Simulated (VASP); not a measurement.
# HfB2: single point with PBE

The system is HfB2.

```
Hf B
1.0
     3.14000    0.00000    0.00000
    -1.57000    2.71932    0.00000
     0.00000    0.00000    3.48000
Hf B
1 2
Direct
  0.00000 0.00000 0.00000
  0.66667 0.33333 0.50000
  0.33333 0.66667 0.50000
```

```yaml
Program: VASP 6.6.1
Task: single point
Functional: PBE
Potentials_or_basis: VASP PAW PBE potentials, release 64 (Hf, B)
Cutoff: 500 eV
k_mesh: 10 × 10 × 8
Occupations: gaussian, width 0.05 eV
Spin: no spin polarisation
```

* Pressure: 1.1 GPa
* Band gap on the k mesh: none (metal or under the smearing width)

Stress tensor (GPa, compression positive):
```
0.68 0.00 0.00
0.00 0.68 0.00
0.00 0.00 1.97
```

Levels at points of the mesh, in eV from the Fermi level:
```csv
k point,band 1,band 2,band 3,band 4,band 5,band 6,band 7,band 8,band 9,band 10
"(0.00, 0.00, 0.00)",-13.60,-2.86,-2.75,-2.75,-2.66,4.18,4.18,4.81,4.81,5.13
"(0.50, 0.00, 0.00)",-9.62,-9.00,-3.98,-3.30,-2.72,2.25,2.88,5.73,5.87,6.42
"(0.00, 0.00, 0.50)",-11.36,-8.22,-1.04,-1.04,0.47,0.47,1.15,1.15,2.38,5.21
"(0.50, 0.00, 0.50)",-10.19,-7.42,-4.81,-4.56,-2.57,4.14,4.31,6.40,7.35,7.51
```

It took 28 s on 1 thread of AMD EPYC 7R43 64-Core Processor (Zen 3) (shared host), peak memory 0.11 GiB.

The run has no spin-orbit coupling, so splittings on Hf are missing.
